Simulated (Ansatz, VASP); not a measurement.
**Two plane-wave programs on PbS**

```xyz
4
Lattice="2.9591 -2.9646 0.1815 2.9591 2.9646 0.1815 -0.3642 0.0000 5.9388" Properties=species:S:1:pos:R:3 pbc="T T T"
Pb    4.1656    0.0000    4.7259
Pb    1.3884    0.0000    1.5758
S     1.2066    0.0000    4.5432
S     4.3473    0.0000    1.7586
```

Alike in both runs: functional PBE; dispersion D3(BJ); k mesh 8 × 8 × 4; occupations gaussian, width 0.02 eV; no spin polarisation.

Ansatz relaxed the structure, and its values are those at the end. VASP's run is a single point on that final structure, the one shown.

|  | VASP | Ansatz |
| --- | --- | --- |
| version | VASP 6.6.1 | Ansatz 0.2.0 |
| potentials or method | VASP PAW PBE potentials, release 64 (Pb_d, S) | scalar-relativistic, plane waves, PAW |
| plane-wave cutoff (eV) | 520 | 420 |
| valence electrons in the cell | 40 | 40 |

VASP gave:

| Item | Value |
| --- | --- |
| gap on the k mesh at the Fermi level (eV) | 0.37 |
| least direct gap on the mesh (eV) | 0.37 |
| pressure (GPa) | -0.1 |

Question: Which values does Ansatz return?

Answer: gap on the k mesh at the Fermi level (eV): 0.36; least direct gap on the mesh (eV): 0.36; pressure (GPa): 0.0.

Ansatz warned: «relaxed_geometry_near_dispersion_switch».

Caveats: spin-orbit coupling is left out, which as a rule narrows the gap of such compounds by several tenths of an eV. A k mesh can miss the band edges.
